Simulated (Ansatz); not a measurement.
LuH₂ under compression and expansion

```cif
data_structure
_symmetry_space_group_name_H-M 'Fm-3m'
_symmetry_Int_Tables_number 225
_cell_length_a 5.0330
_cell_length_b 5.0330
_cell_length_c 5.0330
_cell_angle_alpha 90.000
_cell_angle_beta 90.000
_cell_angle_gamma 90.000
_cell_volume 127.49
loop_
_atom_site_label
_atom_site_type_symbol
_atom_site_symmetry_multiplicity
_atom_site_Wyckoff_symbol
_atom_site_fract_x
_atom_site_fract_y
_atom_site_fract_z
_atom_site_occupancy
Lu1 Lu 4 a 0.00000 0.00000 0.00000 1
H1 H 8 c 0.25000 0.75000 0.75000 1
```

The runs use the primitive cell with vectors (0.000, 2.517, 2.517), (2.517, 0.000, 2.517), (2.517, 2.517, 0.000) Å, to which the k mesh refers.

Symmetry: Fm-3m, No. 225, cubic system. The conventional cell has a = 5.033 Å, b = 5.033 Å, c = 5.033 Å, α = 90.00°, β = 90.00°, γ = 90.00°. Around Lu (site symmetry m-3m) lie 8 H at 2.18 Å. Around H (site symmetry -43m) lie 4 Lu at 2.18 Å.

The geometry is COD entry 9009021, unchecked; take it as a test cell.

Spin–orbit coupling is left out, though it moves levels of the heavy atoms by tenths of an eV or more.

Levels of theory: DFT, LDA, all-electron LAPW, scalar-relativistic (Ansatz 0.2.0); DFT, LDA, PAW with Ansatz's default frozen-core files, scalar-relativistic (Ansatz 0.2.0).

For LAPW: a Γ-centred 8×8×8 k mesh, Fermi–Dirac smearing of 0.02 eV, basis error target 1 meV/atom, no spin polarisation. PAW takes a cutoff of 420 eV at this cell (files made with PBE, cores remade for this functional). The Ansatz runs share mesh, smearing and spin set-up. Plane-wave (PAW) pressures include the program's estimate of the Pulay term.

The cell above is scaled evenly, with fractional coordinates and shape held.

```
V/V(cell)  V (Å³/atom)  P, LAPW (GPa)  P, PAW (GPa)
   0.9400        9.987          -1.26         -1.23
   0.9600       10.199          -3.28         -3.26
   0.9800       10.412          -5.10         -5.08
   0.9900       10.518          -5.95         -5.93
   1.0000       10.624          -6.75         -6.73
   1.0100       10.731          -7.51         -7.49
   1.0200       10.837          -8.23         -8.22
   1.0400       11.049          -9.56         -9.55
   1.0600       11.262         -10.77        -10.76
```
